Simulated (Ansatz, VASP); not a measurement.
**Two plane-wave programs on AlNi**

The input INCAR:

```
PREC = Accurate
ENCUT = 520
EDIFF = 1E-6
ISMEAR = 0
SIGMA = 0.15
LREAL = F
LASPH = T
NELM = 100
ALGO = Fast
ISIF = 2
LWAVE = F
LCHARG = T
GGA = PE
LELF = T
LVHAR = T
NBANDS = 14
```

The input KPOINTS:

```
Automatic mesh
0
Gamma
  20 20 18
```

The input POSCAR:

```
AlNi
1.0
    1.9386940000     -1.9531901500      0.0000000000
    1.9386940000      1.9531901500      0.0000000000
    0.0000000000      0.0000000000      3.0994300413
Al Ni
1 1
Direct
    0.0000000000      0.0000000000      0.0000000000
    0.5000000000      0.5000000000      0.5000000000
```

Input for Ansatz:

```yaml
crystal:
  lattice:
    - [1.938694, -1.95319015, 0.0]
    - [1.938694, 1.95319015, 0.0]
    - [0.0, 0.0, 3.0994300413]
  atoms:
    - { symbol: Al, position: [0.0, 0.0, 0.0] }
    - { symbol: Ni, position: [0.5, 0.5, 0.5] }
basis:
  ecutwfc: 420
kpoints:
  mp_grid: { grid: [20, 20, 18] }
hamiltonian:
  xc: pbe
scf:
  occupations: { method: gaussian, width: 0.15 }
output:
  forces: true
  stress: true
  eigenvalues: true
```

The cell comes from a database or a generator and needn't be the stable form of this composition.

Alike in both runs: task single point; functional PBE; k mesh 20 × 20 × 18; occupations gaussian, width 0.15 eV; no spin polarisation.

|  | VASP | Ansatz |
| --- | --- | --- |
| version | VASP 6.6.1 | Ansatz 0.2.0 |
| potentials or method | VASP PAW PBE potentials, release 64 (Al, Ni) | scalar-relativistic, plane waves, PAW |
| plane-wave cutoff (eV) | 520 | 420 |
| valence electrons in the cell | 13 | 21 |

```csv
,VASP,Ansatz,Ansatz less VASP
gap on the k mesh at the Fermi level (eV),none,none,-
pressure (GPa),5.8,5.9,+0.05
largest component of the traceless stress (GPa),4.46,4.34,-0.118
```

A gap of «none» marks a metal or a gap that the smearing closes. With one functional, cell and mesh, what is left measures potentials, basis and numerics. The two sets of potentials don't hold the same shells in valence.

Spin polarisation is off, so any magnetic state and its effect on volume and gap are missing.
